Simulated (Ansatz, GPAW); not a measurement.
**One calculation of MgO, 3 ways**

```
CELL_PARAMETERS angstrom
0.00000 2.09700 2.09700
2.09700 0.00000 2.09700
2.09700 2.09700 0.00000
ATOMIC_POSITIONS crystal
Mg 0.00000 0.00000 0.00000
O 0.50000 0.50000 0.50000
```

The cell is a database's computed one, not the measured one.

Alike in all runs: task single point; functional RPBE; k mesh 11 × 11 × 11; occupations gaussian, width 0.05 eV; no spin polarisation; no spin-orbit coupling. Pressure is positive in compression and, in plane waves, holds the error of the finite cutoff, which Ansatz's Pulay term estimates and takes out.

| program and potentials | plane-wave cutoff (eV) | notes | pressure (GPa) |
| --- | --- | --- | --- |
| Ansatz, Ansatz PAW | 420 | potentials made for PBE, which Ansatz adapts in part; Pulay term of +0.52 GPa included | 11.95 |
| GPAW, the program's PAW data sets (release 1.2.1) made for this functional | 800 | - | 12.14 |
| Ansatz, all-electron LAPW, scalar-relativistic | - | - | 11.89 |

The pressure spans 11.89 (Ansatz, all-electron LAPW, scalar-relativistic) to 12.14 GPa (GPAW, the program's PAW data sets (release 1.2.1) made for this functional), with all-electron results at 11.89. Some sets were made for another functional than the one run, which can shift their rows. The cell lies far from this level's equilibrium.

The functional is the same throughout but for its coding, so the spread measures potentials, basis and numerics; runs on potential files found faulty are left out.
